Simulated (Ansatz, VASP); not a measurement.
## Bi: VASP beside Ansatz

```xyz
2
Lattice="3.2925 0.0000 0.0000 -1.6463 2.8514 0.0000 0.0000 0.0000 5.1712" Properties=species:S:1:pos:R:3 pbc="T T T"
Bi    0.0000    1.9009    1.2928
Bi    1.6463    0.9505    3.8784
```

Alike in both runs: functional LDA; k mesh 13 × 13 × 7; occupations fermi-dirac, width 0.08 eV; no spin polarisation.

Ansatz relaxed the structure, and its values are those at the end. VASP's run is a single point on that final structure, the one shown.

|  | VASP | Ansatz |
| --- | --- | --- |
| version | VASP 6.6.1 | Ansatz 0.2.0 |
| potentials or method | VASP PAW LDA potentials, release 64 (Bi_d) | PAW with Ansatz's default frozen-core files, scalar-relativistic |
| plane-wave cutoff (eV) | 520 | 420 |
| valence electrons in the cell | 30 | 30 |

```csv
,VASP,Ansatz,Ansatz less VASP
pressure (GPa),19.2,19.0,-0.24
```

Caveats: so large a pressure means that the cell lies far from this level's equilibrium, or that cutoff or potentials fall short (VASP).
